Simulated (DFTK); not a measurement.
The system is NiO.

```
CELL_PARAMETERS angstrom
0.00000 2.08590 2.08590
2.08590 0.00000 2.08590
2.08590 2.08590 0.00000
ATOMIC_POSITIONS crystal
Ni 0.00000 0.00000 0.00000
O 0.50000 0.50000 0.50000
```

Base run:

| Property | Result |
| --- | --- |
| Program | DFTK 0.8.2 |
| Functional | PBE |
| Potentials or basis | dojo.nc.sr.pbe.v0_4_1.standard.upf (PBE) |
| Cutoff | 1333 eV |
| k mesh | 11 × 11 × 11 |
| Occupations | fermi-dirac, width 0.05 eV |
| Spin | collinear spin, ferromagnetic start |
| Starting moments | [1.0, 0.0] μB |

Its results: band gap on the k mesh none (metal or under the smearing width); pressure 6.0 GPa; net moment 1.83 μB per cell; site moments Ni +1.51; O +0.32 μB.

Problem. The run is repeated on the same cell with these changes: functional from PBE to PBEsol; potentials or basis from dojo.nc.sr.pbe.v0_4_1.standard.upf (PBE) to dojo.nc.sr.pbesol.v0_4_1.standard.upf (PBEsol). What comes out?

Solution. Band gap on the k mesh none (metal or under the smearing width); pressure -6.9 GPa; net moment 1.55 μB per cell; site moments Ni +1.29; O +0.26 μB.

Caveats: a cell with one magnetic atom can't hold antiferromagnetic order, which such compounds often take; semilocal functionals often make such compounds metallic where correlation or magnetic order opens a gap, which also shifts bond lengths.

Not every run made on this cell is shown here.
